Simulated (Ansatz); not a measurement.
Crystal: TaN.

```
Ta N
1.0
     0.00000    2.21132    2.21132
     2.21132    0.00000    2.21132
     2.21132    2.21132    0.00000
Ta N
1 1
Direct
  0.50000 0.50000 0.50000
  0.00000 0.00000 0.00000
```

The cell comes from a database or a generator and needn't be the stable form of this composition.

Program: Ansatz 0.2.0. Alike in all runs: task projected density of states; level r2SCAN+U; potentials or basis Ansatz PAW; no spin polarisation; cell as given; k mesh 10 × 10 × 10; cutoff (eV) 500; smearing fermi-dirac 0.05 eV.

Task: Order these runs on this cell by their pressure, lowest first.
A. U Ta d U = 3 eV
B. U Ta d U = 8 eV
C. U Ta d U = 5 eV
D. U Ta d U = 1 eV

Result: D (-5.3 GPa), A (-3.4 GPa), C (-1.3 GPa), B (2.5 GPa).

Caveats: U without spin polarisation on a metal has little footing; the PAW data sets come from PBE, with cores solved anew for the run's functional, which leaves a small shift of forces and pressure; the density of states is complete only up to the lowest level of the last band computed.
